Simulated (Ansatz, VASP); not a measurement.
## Pd (linear Pd chain): VASP beside Ansatz

One calculation is typed for both programs; each brings its own data sets. How far apart do they land? The structure shown is the end of the Ansatz relaxation below.

Main program and level: Ansatz 0.2.0; plane waves, with VASP 6.6.1 beside it; single point at PBEsol.

## 1. Starting point

The cell holds 1 atom: 1 Pd. Its edges and angles: a = 7.500 Å, b = 7.500 Å, c = 2.362 Å, α = 90.0°, β = 90.0°, γ = 90.0°. Vacuum lies along a and b. The structure's axis is c.

## 2. Ansatz: relaxation, PBEsol

Ansatz runs on its default PAW (the set named soft_2) files.

This run makes the geometry at which the two programs are then compared.

Input file input.yaml:

```yaml
crystal:
  lattice:
    - [7.5, 0.0, 0.0]
    - [0.0, 7.5, 0.0]
    - [0.0, 0.0, 2.5854]
  atoms:
    - { symbol: Pd, position: [0.5, 0.5, 0.0], spin: 0.6 }
magnetization:
  spin_polarized: true
kpoints:
  mp_grid: { grid: [1, 1, 31] }
scf:
  occupations: { method: fermi_dirac, width: 0.05 }
hamiltonian:
  xc: pbesol
relax:
  cell: { fix: [a, b, alpha, beta, gamma] }
  max_steps: 60
```

The run is started by

```bash
$ ansatz run input.yaml --threads 4 --pin off --max-ram 8192MiB --backend cpu --events-out ev --progress --plain --runs-dir out
```

Numbers of over 12 decimals in the logs are rounded to 6 here.

Output:

```text
Engine: ansatz 0.2.0, aarch64-unknown-linux-gnu
Pseudopotentials: kind: paw
Pseudopotential: Pd, paw, valence charge 18, recommended cutoff 420 eV (normal), Pd.paw.azcp
Functional definition: PBEsol
  exchange = pbesol_x
  correlation = pbesol_c
Crystal: 1 atoms, lattice volume = 145.429 Å³
Basis set: ecut = 420 eV, 2857 PW (Γ), exchange–correlation on 108×108×36 points (8 copies of the dense FFT grid, shifted against one another)
Bands: 14, of which v1, the nominal top of the filled ones, is band 9 counted from 1 (8 counted from 0)
Symmetry: 16 space group operations
Space group: P4/mmm (ITA 123), of the structure as read, at distance tolerance 5.3e-5 Å
Magnetic group: BNS 123.339 (UNI 999), of the structure as read, at distance tolerance 5.3e-5 Å
k-points: 16 of 31
Non-local potential: Pd, projectors of the file, l = 0: 2, l = 1: 2, l = 2: 2, l = 3: 1
PAW form: soft (Blöchl's): semilocal exchange-correlation on the pseudo side does not see the compensation charge
PAW frozen core: Pd, regenerated for the run's functional, and the local potential with it (the file was generated under x = pbe(κ = 0.804, μ = 0.219515), c = pbe(β = 0.066725))
PAW one-centre angular grid: Pd, 590 points (default); XC on 64 Gauss nodes
Initial density: superposition of atomic densities (neutral atoms: chi_scale 0, normalization atom)
Starting moments: Σ|m| = 0.6 μB on 1 of 1 site
Initial wavefunctions: pseudopotential atomic-orbital guess
Functional: x = pbesol(κ = 0.804, μ = 0.123457), c = pbesol(β = 0.046)
SCF iter   1: F=—  HF=-6904.572424 eV  |F-HF|=—  |Δ(HF+E_count)|=         —  Δρ=3.32e-2 (↑3.32e-2 ↓2.48e-2)  dr2=5.85e0  dr2_m=7.29e-2  M=0.381 μB ∫|m|=0.383 μB  β_m=0.30  ethr=3.10e-3  ⟨swp⟩=4.7  Hψ=2239  notcnv=0
preconditioner: auto → LDOS  [metal: Δε(μ)=0.058 eV  Ē_g=5.471 eV  σ=0.050 eV  W_gap=0.28  n_scr=20 (ndim 8)  ℏωp=9.7 eV  f_vac=0.746  D(μ)=2.62/eV (n_scr^D=12)]
spin=Collinear: LDOS preconditioning applied to the charge; magnetization (m = ρ↑ − ρ↓) channel mixes plain (no charge-response kernel on spin).
SCF iter   2: F=—  HF=-6903.879096 eV  |F-HF|=—  |Δ(HF+E_count)|=   6.93e-1  Δρ=1.75e-2 (↑1.75e-2 ↓1.61e-2)  dr2=1.98e0  dr2_m=2.73e-2  M=0.422 μB ∫|m|=0.425 μB  β_m=0.30  ethr=3.10e-3  ⟨swp⟩=2.1  Hψ=1019  notcnv=0  defer=8
SCF iter   3: F=—  HF=-6903.546313 eV  |F-HF|=—  |Δ(HF+E_count)|=   3.33e-1  Δρ=7.94e-3 (↑4.35e-3 ↓7.94e-3)  dr2=1.38e-1  dr2_m=1.48e-2  M=0.535 μB ∫|m|=0.535 μB  β_m=1.00  ethr=3.10e-3  ⟨swp⟩=2.2  Hψ=753  notcnv=0  defer=8
SCF iter   4: F=—  HF=-6903.565236 eV  |F-HF|=—  |Δ(HF+E_count)|=   1.89e-2  Δρ=3.69e-3 (↑1.91e-3 ↓3.69e-3)  dr2=4.84e-2  dr2_m=3.05e-3  M=0.611 μB ∫|m|=0.611 μB  β_m=1.00  ethr=7.64e-4  ⟨swp⟩=3.2  Hψ=1013  notcnv=0  defer=8
SCF iter   5: F=—  HF=-6903.562706 eV  |F-HF|=—  |Δ(HF+E_count)|=   2.53e-3  Δρ=1.83e-3 (↑1.83e-3 ↓1.33e-3)  dr2=4.39e-3  dr2_m=9.28e-4  M=0.658 μB ∫|m|=0.658 μB  β_m=1.00  ethr=2.69e-4  ⟨swp⟩=2.7  Hψ=808  notcnv=0  defer=12
SCF iter   6: F=—  HF=-6903.569720 eV  |F-HF|=—  |Δ(HF+E_count)|=   7.01e-3  Δρ=7.09e-4 (↑4.22e-4 ↓7.09e-4)  dr2=2.98e-4  dr2_m=3.37e-4  M=0.685 μB ∫|m|=0.686 μB  β_m=1.00  ethr=2.44e-5  ⟨swp⟩=2.9  Hψ=802  notcnv=0  defer=12
SCF iter   7: F=—  HF=-6903.571067 eV  |F-HF|=—  |Δ(HF+E_count)|=   1.35e-3  Δρ=2.77e-4 (↑2.42e-4 ↓2.77e-4)  dr2=7.11e-5  dr2_m=7.01e-5  M=0.698 μB ∫|m|=0.699 μB  β_m=0.30  ethr=1.65e-6  ⟨swp⟩=2.4  Hψ=769  notcnv=0  defer=12
Mixer restart at iter 7: flushing history
spin-set hold released at iteration 7 (site moments contracting): the magnetisation degrees of freedom join the quasi-Newton model from the next iteration; the mixer history was flushed
SCF iter   8: F=—  HF=-6903.572014 eV  |F-HF|=—  |Δ(HF+E_count)|=   9.47e-4  Δρ=2.85e-4 (↑2.38e-4 ↓2.85e-4)  dr2=4.37e-5  dr2_m=8.13e-5  M=0.702 μB ∫|m|=0.702 μB  β_m=0.65  ethr=3.95e-7  ⟨swp⟩=1.8  Hψ=530  notcnv=0  defer=12
SCF iter   9: F=—  HF=-6903.573043 eV  |F-HF|=—  |Δ(HF+E_count)|=   1.03e-3  Δρ=1.59e-4 (↑1.09e-4 ↓1.59e-4)  dr2=9.89e-6  dr2_m=2.37e-5  M=0.713 μB ∫|m|=0.714 μB  β_m=0.82  ethr=2.43e-7  ⟨swp⟩=2.0  Hψ=858  notcnv=0  defer=12
[...]
Crystal: 1 atoms, lattice volume = 132.888 Å³
Basis set: ecut = 420 eV, 2583 PW (Γ), exchange–correlation on 108×108×36 points (8 copies of the dense FFT grid, shifted against one another)
[...]
preconditioner: auto → LDOS  [metal: Δε(μ)=0.028 eV  Ē_g=7.690 eV  σ=0.050 eV  W_gap=0.14  n_scr=20 (ndim 8)  ℏωp=10.2 eV  f_vac=0.723  D(μ)=2.85/eV (n_scr^D=20)]
spin=Collinear: LDOS preconditioning applied to the charge; magnetization (m = ρ↑ − ρ↓) channel mixes plain (no charge-response kernel on spin).
[...]
SCF iter   8: F=-6903.710397 eV  HF=-6903.710397 eV  |F-HF|=6.98e-10  |Δ(HF+E_count)|=   8.91e-9  Δρ=1.97e-6 (↑1.97e-6 ↓1.24e-6)  dr2=9.81e-10  dr2_m=3.03e-9  M=0.001 μB ∫|m|=0.001 μB  β_m=0.98  ethr=3.14e-12  ⟨swp⟩=1.0  Hψ=1350  notcnv=0
SCF iter   9: F=-6903.710397 eV  HF=-6903.710397 eV  |F-HF|=5.58e-10  |Δ(HF+E_count)|=   1.24e-8  Δρ=5.94e-7 (↑5.94e-7 ↓5.49e-7)  dr2=1.02e-9  dr2_m=5.81e-12  M=0.000 μB ∫|m|=0.000 μB  ethr=3.14e-12  ⟨swp⟩=1.0  Hψ=1462  notcnv=0
the starting moments were not kept: the SCF closed with an absolute magnetisation of 3.6e-5 μB, where they sum to 0.6 μB in size (1 site). That is at most 0.1 of that sum. Measured as dr2_m measures the in/out step, that magnetisation stands 8.4e-10 eV from none, at or under the dr2_threshold of 1.0e-7 eV: it is no larger than a step whose dr2_m would equal this threshold.
SCF 5 converged in 9 iterations: F = -6903.710397 eV  dr2 = 1.02e-9
relax step   5: F+E_penalty+E_count = -6903.71039677 eV  Δ(F+E_penalty+E_count) = -5.067e-4 eV  max|allowed force component| = 0.000e0 eV/Å  Δτ_max = 0.0000 Å  P = -0.085 GPa  Ω = 132.888 Å³  energy of the carried Pulay correction = +7.163e-4 eV  fix = [a, b, alpha, beta, gamma]  reactions: a -0.125, b -0.125 GPa  (9 SCF iters, dr2 threshold 1.00e-7 eV, accepted)
Basis set: ecut = 420 eV, 2583 PW (Γ), exchange–correlation on 108×108×32 points (8 copies of the dense FFT grid, shifted against one another)
Initial wavefunctions: pseudopotential atomic-orbital guess (no wavefunctions were taken with the density)
iter 1 solved again at ethr=1.87e-7 eV; its pass at ethr=3.10e-3 eV (dr2=3.36e-5 eV) is discarded
SCF iter   1: F=—  HF=-6903.709340 eV  |F-HF|=—  |Δ(HF+E_count)|=         —  Δρ=7.53e-5 (↑7.53e-5 ↓7.53e-5)  dr2=4.80e-6  dr2_m=5.02e-12  M=0.000 μB ∫|m|=0.000 μB  β_m=0.30  ethr=1.87e-7  ⟨swp⟩=3.1  Hψ=3728  notcnv=0
preconditioner: auto → LDOS  [metal: Δε(μ)=0.044 eV  Ē_g=7.707 eV  σ=0.050 eV  W_gap=0.22  n_scr=20 (ndim 8)  ℏωp=10.2 eV  f_vac=0.723  D(μ)=2.83/eV (n_scr^D=20)]
spin=Collinear: LDOS preconditioning applied to the charge; magnetization (m = ρ↑ − ρ↓) channel mixes plain (no charge-response kernel on spin).
SCF iter   2: F=—  HF=-6903.709342 eV  |F-HF|=—  |Δ(HF+E_count)|=   2.17e-6  Δρ=5.04e-5 (↑5.04e-5 ↓5.04e-5)  dr2=2.17e-6  dr2_m=4.56e-12  M=0.000 μB ∫|m|=0.000 μB  β_m=0.54  ethr=2.67e-8  ⟨swp⟩=2.1  Hψ=643  notcnv=0
SCF iter   3: F=—  HF=-6903.709340 eV  |F-HF|=—  |Δ(HF+E_count)|=   2.41e-6  Δρ=8.16e-6 (↑8.16e-6 ↓8.14e-6)  dr2=5.02e-8  dr2_m=4.24e-12  M=0.000 μB ∫|m|=0.000 μB  β_m=0.58  ethr=1.20e-8  ⟨swp⟩=2.2  Hψ=744  notcnv=0
SCF iter   4: F=—  HF=-6903.709340 eV  |F-HF|=—  |Δ(HF+E_count)|=   1.22e-7  Δρ=1.67e-6 (↑1.67e-6 ↓1.64e-6)  dr2=7.68e-9  dr2_m=3.81e-12  M=0.000 μB ∫|m|=0.000 μB  β_m=0.73  ethr=2.79e-10  ⟨swp⟩=3.0  Hψ=782  notcnv=0
SCF iter   5: F=—  HF=-6903.709340 eV  |F-HF|=—  |Δ(HF+E_count)|=   2.06e-8  Δρ=3.82e-7 (↑3.82e-7 ↓3.03e-7)  dr2=1.23e-9  dr2_m=3.24e-12  M=0.000 μB ∫|m|=0.000 μB  β_m=0.87  ethr=4.27e-11  ⟨swp⟩=2.4  Hψ=595  notcnv=0
SCF iter   6: F=—  HF=-6903.709340 eV  |F-HF|=—  |Δ(HF+E_count)|=   1.35e-9  Δρ=9.10e-8 (↑9.10e-8 ↓3.60e-8)  dr2=1.32e-11  dr2_m=2.61e-12  M=0.000 μB ∫|m|=0.000 μB  β_m=0.93  ethr=6.83e-12  ⟨swp⟩=1.8  Hψ=488  notcnv=0
SCF iter   7: F=-6903.709340 eV  HF=-6903.709340 eV  |F-HF|=6.37e-12  |Δ(HF+E_count)|=   7.32e-8  Δρ=7.84e-8 (↑7.84e-8 ↓5.10e-8)  dr2=4.59e-12  dr2_m=2.21e-12  M=0.000 μB ∫|m|=0.000 μB  ethr=1.00e-12  ⟨swp⟩=5.9  Hψ=1764  notcnv=0
the starting moments were not kept: the SCF closed with an absolute magnetisation of 2.3e-5 μB, where they sum to 0.6 μB in size (1 site). That is at most 0.1 of that sum.
SCF 6 converged in 7 iterations: F = -6903.709340 eV  dr2 = 4.59e-12
relax step   6: F+E_penalty+E_count = -6903.70933985 eV  Δ(F+E_penalty+E_count) = +1.057e-3 eV  max|allowed force component| = 0.000e0 eV/Å  Δτ_max = 0.0000 Å  P = -0.082 GPa  Ω = 132.888 Å³  fix = [a, b, alpha, beta, gamma]  reactions: a -0.122, b -0.122 GPa  stress off target by 9.72e-5 GPa on what of the cell is left free  SCF on the basis re-selected at this cell (its energy is not comparable with the rows above)  (7 SCF iters)
basis re-selected at this cell: Δ(F+E_penalty+E_count) = +1.057e-3 eV, ΔP = +0.003 GPa vs the last step (what re-selecting the basis moved, of the pressure what is left beyond the Pulay correction that the steps carried, after the strain that the cell walked since its last selection, with what the two solves' SCF thresholds leave and, on support functions, any second-order correction that the steps lacked; it is no measure of the basis error at this ecutwfc). The dense FFT grid was sized anew with the basis: this SCF ran on 54×54×16 points, the steps before it on 54×54×18, so part of this shift can come from that change (see relax.cell in the input reference). [rest of the remark cut]
SCF converged after 7 iterations
Magnetization: 0.0000 μB (9.0000 up, 9.0000 down)
Absolute magnetization: 0.0000 μB (∫|ρ↑−ρ↓|, with the PAW one-centre terms)
Spin contamination: 0.0000 ħ² per cell (⟨S²⟩ above its minimum at these occupations)
Per-site moments (μB) at R_I (Å): [(1.9320024424427333e-5, 0.974515)]
Free energy (F): -6903.709340 eV
Harris-Foulkes:  -6903.709340 eV  (|F-HF|=6.37e-12)
Internal energy: -6903.687398 eV  (E = F + TS)
E sigma→0 (E₀):  -6903.698369 eV
Entropy (-TS):   -0.021942 eV (-21.942 meV/atom)
Fermi energy:    -2.672989 eV
--- Per-component energies (eV) ---
  E_band       = -527.090446
  E_kinetic    = 514.647812
  E_local      = -5782.850993  (includes V_loc(G=0)·N_el)
  E_nonlocal   = 221.695080
  E_hartree    = 2529.473500
  E_xc         = -164.420330
  E_vxc        = -206.674832  (∫ρ·V_xc dr)
  E_paw        = -3686.830253  (= ΣΔE_a)
  E_vpaw       = -332.854818  (= ΣTr[D̂ρ^β])
  E_aug_tail   = 0.000198  (compensation charges beyond the density's cutoff)
  E_ewald      = -535.704936
  E_core_change = 0.302524  (= ΣΔE_core)
  E_smearing   = -0.021942  (= −TS)
  E_closure    = -0.000000  (closes the sum)
  Σ components = -6903.709340   (vs F -6903.709340, Δ=0.00e0)
--- Forces (eV/Å), atoms counted from 1 ---
  atom   1  Pd    -0.00000000    -0.00000000     0.00000000
  max |Σ_I F_I| component: 1.31e-27 eV/Å
--- Stress (GPa, compression-positive) ---
       -0.122485       0.000000       0.000000
        0.000000      -0.122485       0.000000
        0.000000       0.000000       0.000097
  P = ⅓ Tr σ = -0.0816 GPa (-0.816 kbar)
--- Relaxed structure (5 steps of the walk, 5 accepted, 1 SCFs on fresh bases) ---
  F+E_penalty+E_count = -6903.70933985 eV   max|allowed force component| = 0.000e0 eV/Å   (the final SCF, on the basis selected at the relaxed cell)
  cell:  # Å, volume = 132.8883 Å³
    - [7.5, 0.0, 0.0]
    - [0.0, 7.5, 0.0]
    - [0.0, 0.0, 2.362460]
  atoms:
    - { symbol: Pd, position: [0.500000, 0.500000, 0.0] }
```

The column dr2 measures how far the density is from self-consistency, as an energy; F and HF (Harris–Foulkes) agree once it is small.

(Continued in part 2 of 2.)

[Lines on the potential files, build, host, timing and source positions are cut from VASP's logs without a mark.]

[Logs are printed without paths, hosts, clocks, repeated set-up lines and the standing remarks that a program may print on its own settings, such as how far it seeks lower states.]

[Hosts, paths, dates, database ids (printed as entryN), source tags and the programs' standing remarks are cut or masked in the printed files.]
